Squeezing a solid pushes its orbitals into one another and widens its bands, so the gap between them should, naively, close. Zinc sulphide does the reverse in this PBE calculation: its gap opens on compression and falls on expansion. Each per cent of added volume costs about 0.04 eV. Over the whole series the volume grows by nearly a third, and the gap loses 1.15 eV, more than two fifths of its value in the most compressed crystal.

Ansatz 0.2.0, PBE with plane waves and PAW, for zinc-blende ZnS (2 atoms per cell) at hydrostatic strains of the r2SCAN geometry. The cutoff is 420 eV, the k mesh 8×8×8 and the Fermi–Dirac smearing 0.02 eV, without spin polarisation or spin–orbit coupling. Gaps are the least found over the mesh and the named k points.

```
volume (Å³/atom)  shortest distance (Å)  band gap (eV)  least direct gap (eV)
          17.300                  2.240          2.695                  2.695
          17.637                  2.254          2.607                  2.607
          17.968                  2.268          2.523                  2.523
          18.001                  2.270          2.515                  2.515
          19.554                  2.333          2.147                  2.147
          21.231                  2.398          1.797                  1.797
          22.572                  2.447          1.546                  1.546
```

The naive argument treats the bands as blocks, whereas the gap is the distance between two particular levels. In every row both lie at Γ, the point where the electron wave has the same phase in each unit cell. The lower one, the valence top, is a set of three equal levels made mainly of sulphur 3p orbitals. The upper one, the conduction edge, is a single level, the antibonding mixture of zinc 4s and sulphur 3s. These characters follow from the number of equal levels and from standard chemistry.

In the antibonding s level the wave changes sign across all four bonds of each atom, which raises its energy. Longer bonds weaken the coupling between the s orbitals, and the level comes down. The valence top is expected to depend less on bond length, because at Γ the head-on and sideways couplings of the p orbitals partly cancel. Stretching the crystal therefore lowers the conduction edge towards the valence top.

The computed levels agree with this picture for the pair of volumes 17.637 and 21.231 Å³/atom, though they do not separate weaker coupling from shifts of the atomic energies. The distance between the bonding and antibonding s levels at Γ shrinks from 16.60 to 14.45 eV. The gap takes 0.81 eV of this loss, and the rest appears as an approach of the deep sulphur 3s level to the valence top. The p-like valence top and its empty p-like partner do not draw together at all; their separation grows by 0.16 eV. Partial cancellation alone does not explain this growth, to which the zinc 3d levels discussed below may contribute.

Other empty levels respond differently to the same expansion. Measured from the valence top, the lowest empty level at L, the zone boundary along the bond direction, falls by only 0.35 eV. Three quarters of the way to X, the boundary along a cube edge, it rises by 0.41 eV. To guess the trend in a related semiconductor, one must therefore first ask which level forms its conduction edge. An s-like edge at Γ favours a gap that falls on expansion, while an edge near X may behave in the opposite way, as it does in silicon.

The filled zinc 3d levels probably work against the trend. They repel the sulphur 3p levels and push the valence top up, and this push should weaken as the bonds lengthen, which by itself would widen the gap. The splitting of the 3d levels at Γ falls from 0.64 to 0.42 eV between the same two volumes, as a weaker interaction would suggest. How much this changes the gap is not separated by the calculation.

A simple formula follows from the way such energies depend on distance. The kinetic energy of a wave confined to a length d varies as 1/d², and couplings between neighbouring atoms follow roughly the same rule near the normal bond length. In this crystal d, the shortest distance, grows as the cube root of the volume V. If the atomic energies stay fixed and the change in coupling is modest, the gap becomes

gap = A + B (V₀/V)^(2/3)

where V₀ = 19.554 Å³/atom is the volume of the unstrained cell. That cell has the geometry found with another functional, r2SCAN, and in PBE it is still slightly compressed. A least-squares fit to all seven rows gives A = −4.375 eV and B = 6.519 eV.

For the crystal at 21.231 Å³/atom, which was part of the fit, the estimate runs as follows:

(19.554/21.231)^(2/3) = 0.947
gap = −4.375 eV + 6.519 eV × 0.947 = 1.80 eV

The calculation gives the same value to this precision. The formula also suggests why the fall slows down: once the bonds are long, a further one per cent of volume removes less coupling than before. Between the first two volumes the gap changes by −4.56 eV per unit of ln V, and between the last two by −4.10 eV.

Over the series the formula stays within about 3 meV of the computed gaps, whereas a straight line in ln V misses by up to 11 meV. The formula bends slightly too much and the straight line too little. The negative A shows that the formula is a description of this range of volumes and not of separated atoms. The complete fits and level differences are in the output below.

The simplest bond model gives the right direction but not the full size of the effect. It has two s levels, a fixed atomic energy difference D and a coupling W that varies as 1/d²:

splitting = √(D² + 4W²)

Since D does not change, the splitting can shrink by no larger a fraction than W does. Between 17.637 and 21.231 Å³/atom this allows a fall of at most 1.93 eV, while the calculation gives 2.15 eV. Fixed atomic energies and a 1/d² coupling are therefore too simple for the s levels, even though the gap itself follows the formula closely.

One step in the table looks irregular. From 17.968 to 18.001 Å³/atom the gap drops by only 0.008 eV, which might be read as a plateau. The two volumes are almost the same, and the fitted formula gives the same small drop. The slope for this pair seems slightly out of sequence, but this comes from rounding: a change of 0.001 eV alters it by about an eighth, and with the unrounded gaps of the same runs it falls into line with its neighbours.

Plotted against pressure, the same gap bends far more strongly. It rises by 36 meV per GPa between the two smallest volumes but by 86 meV per GPa between the two largest, which are under tension. The main reason is mechanical: the stiffness, the pressure change per unit of ln V, drops from 126 to 47 GPa, so one GPa changes the volume of the expanded crystal much more. Around zero pressure PBE gives about 64 meV per GPa, the mean slope between 19.554 and 21.231 Å³/atom. Both the gaps and the pressures behind this figure are PBE values, so it should be compared with experiment before it is used for a real crystal.

The absolute gaps should not be used for design. In the unstrained cell PBE gives 2.1 eV, while the measured gap is roughly 3.7 eV, a recalled value. Spin–orbit coupling, which the calculation leaves out, would raise the valence top slightly and lower the gap further, so it does not explain the shortfall. Such an underestimate is typical of this kind of functional.

Numerical output:

```
fit of band_gap on 7 rows: constant -4.375 +/- 0.016, coefficient of x2 6.519 +/- 0.016; rms 0.00226, worst 17.3 0.00332, leave-one-out rms 0.00366
fit of band_gap on 7 rows: constant 2.158 +/- 0.0029, coefficient of lnv -4.328 +/- 0.03; rms 0.00639, worst 19.554 0.0111, leave-one-out rms 0.0108
Slopes from the row above and misses of the two forms:
     row  gap per ln V in eV  stiffness in GPa  gap per pressure in meV per GPa  miss of inverse square form in meV  miss of ln V form in meV
    17.3                 n/a               n/a                              n/a                               3.318                    -6.899
  17.637              -4.561             126.1                            36.16                               0.925                    -2.392
  17.968              -4.518             116.9                            38.65                              -1.099                     1.141
  18.001               -4.36             112.8                            38.64                              -1.531                       1.2
  19.554              -4.447             94.93                            46.85                              -3.268                     11.07
  21.231              -4.254             66.62                            63.85                              -1.226                     4.972
  22.572              -4.098              47.4                            86.45                               2.882                    -9.092
Fall of the gap over the whole series in eV: 1.149
Growth of the volume over the series in percent: 30.47
Growth of the bond length over the series in percent: 9.241
Smallest step of the gap expected from the inverse square form in eV: 0.008432
Change of the gap from 17.637 to 21.231 in eV: -0.8101
Splitting of the s-like singlets at Gamma at 17.637 in eV: 16.6
Splitting of the s-like singlets at Gamma at 21.231 in eV: 14.45
Change of that splitting in eV: -2.147
Largest fall that a two-level model with inverse square coupling allows in eV: 1.931
Change of the separation of the p-like triplets at Gamma in eV: 0.1579
Change from valence top to lowest empty level at L in eV: -0.3487
Change from valence top to lowest empty level three quarters of the way to X in eV: 0.4086
Splitting of the Zn 3d-like levels at Gamma at 17.637 in eV: 0.6445
Splitting of the Zn 3d-like levels at Gamma at 21.231 in eV: 0.4163
```
